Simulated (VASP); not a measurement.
SnO2 (Cassiterite), 6 atoms in the cell. Symmetry: P4_2/mnm, No. 136, tetragonal system. Conventional cell: a = 4.738 Å, b = 4.738 Å, c = 3.187 Å, α = 90.00°, β = 90.00°, γ = 90.00°. Around Sn (site symmetry mmm) lie 6 O at 2.05 to 2.06 Å. O (site symmetry m2m) has 3 Sn at 2.05 to 2.06 Å as nearest neighbours. 

```yaml
Program: VASP 6.6.1
Task: relaxation of cell and atoms
Functional: LDA
Potentials_or_basis: VASP PAW LDA potentials, release 64 (Sn_d, O)
Cutoff: 600 eV
k_mesh: 6 × 6 × 8
Occupations: gaussian, width 0.03 eV
Spin: no spin polarisation
Further_INCAR_settings: ALGO = Normal; EDIFF = 1e-06; IBRION = 2; EDIFFG = -0.01; NSW = 90; ISIF = 3
```

Potentials or basis: VASP PAW LDA potentials, release 64 (Sn_d, O).

Command:

```console
$ cat potpaw_LDA.64/Sn_d/POTCAR potpaw_LDA.64/O/POTCAR > POTCAR
$ mpirun -np 2 vasp_std > vasp.out
```

Hardware: 2 MPI ranks on Intel(R) Xeon(R) Platinum 8175M CPU @ 2.50GHz (Skylake/Cascade Lake) (shared host).

Task: Estimate the wall time of this run.

Result: Run time: 4.1 min on 2 MPI ranks on Intel(R) Xeon(R) Platinum 8175M CPU @ 2.50GHz (Skylake/Cascade Lake) (shared host), peak memory 0.24 GiB a rank. Counts: scf iterations 41, k points 50, ion steps 5.
